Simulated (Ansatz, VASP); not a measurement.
GaN: VASP beside Ansatz

INCAR

```
PREC     = Accurate       # precision mode
ENCUT    = 520            # plane-wave cutoff, eV
EDIFF    = 1E-7           # SCF threshold, eV
ISMEAR   = 0              # smearing method
SIGMA    = 0.01           # smearing width, eV
LREAL    = False          # projectors in reciprocal space
LASPH    = True           # aspherical terms in the spheres
NELM     = 100            # most SCF steps
ALGO     = Normal         # electronic algorithm
ISIF     = 2              # what is computed and relaxed
LWAVE    = False          # write WAVECAR
LCHARG   = True           # write CHGCAR
GGA      = PE             # functional
LELF     = True           # ELF
LVHAR    = True         
NBANDS   = 16             # bands
```

The input KPOINTS:

```
regular mesh
0
Gamma
  8 8 8
```

Contents of POSCAR:

```
GaN
1.0
    0.0000000000      2.1085152350      2.1085152350
    2.1085152350      0.0000000000      2.1085152350
    2.1085152350      2.1085152350      0.0000000000
Ga N
1 1
Direct
    0.0000000000      0.0000000000      0.0000000000
    0.5000000000      0.5000000000      0.5000000000
```

Input for Ansatz:

```yaml
crystal:
  lattice:
    - [0.0, 2.108515235, 2.108515235]
    - [2.108515235, 0.0, 2.108515235]
    - [2.108515235, 2.108515235, 0.0]
  atoms:
    - { symbol: Ga, position: [0.0, 0.0, 0.0] }
    - { symbol: "N", position: [0.5, 0.5, 0.5] }
kpoints:
  mp_grid: { grid: [8, 8, 8] }
hamiltonian:
  xc: pbe
scf:
  occupations: { method: fixed }
  n_extra_bands: 4
output:
  forces: true
  stress: true
  eigenvalues: true
  write_density: true
  write_potential: true
  elf: true
  volumetric_format: npy
```

The cell was built by a generator and needn't be a form met in nature.

Alike in both runs: task single point; functional PBE; k mesh 8 × 8 × 8; no spin polarisation.

|  | VASP | Ansatz |
| --- | --- | --- |
| version | VASP 6.6.1 | Ansatz 0.2.0 |
| potentials or method | VASP PAW PBE potentials, release 64 (Ga_d, N) | plane waves, PAW |
| plane-wave cutoff (eV) | 520 | 420 |
| occupations | gaussian, width 0.01 eV | fixed |
| valence electrons in the cell | 18 | 18 |

|  | VASP | Ansatz | Ansatz less VASP |
| --- | --- | --- | --- |
| gap on the k mesh at the Fermi level (eV) | 0.65 | 0.66 | +0.010 |
| pressure (GPa) | 9.1 | 8.2 | -0.85 |

A k mesh can miss the band edges. As with any semilocal functional, this PBE gap is likely too small.
